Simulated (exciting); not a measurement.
GaAs:

```
As Ga
1.0
     0.00000    2.82685    2.82685
     2.82685    0.00000    2.82685
     2.82685    2.82685    0.00000
As Ga
1 1
Direct
  0.75000 0.75000 0.75000
  0.00000 0.00000 0.00000
```

Base run:

- Program: exciting (release sodium)
- Functional: PBE
- Potentials or basis: all-electron LAPW+lo, shipped species files, valence relativity iora*
- rgkmax: 9
- k mesh: 8 × 8 × 8
- Occupations: fermi-dirac, width 0.05 eV
- Spin: no spin polarisation

Its results: band gap on the k mesh 0.51 eV, direct.

The run is repeated on the same cell with these changes: k mesh from 8 × 8 × 8 to 6 × 6 × 6; spin from no spin polarisation to spin-orbit coupling, no magnetisation. What comes out?

Band gap on the k mesh 0.40 eV, direct.

Several settings changed at once, so the effect can't be laid on one alone.

Not every run made on this cell is shown here.
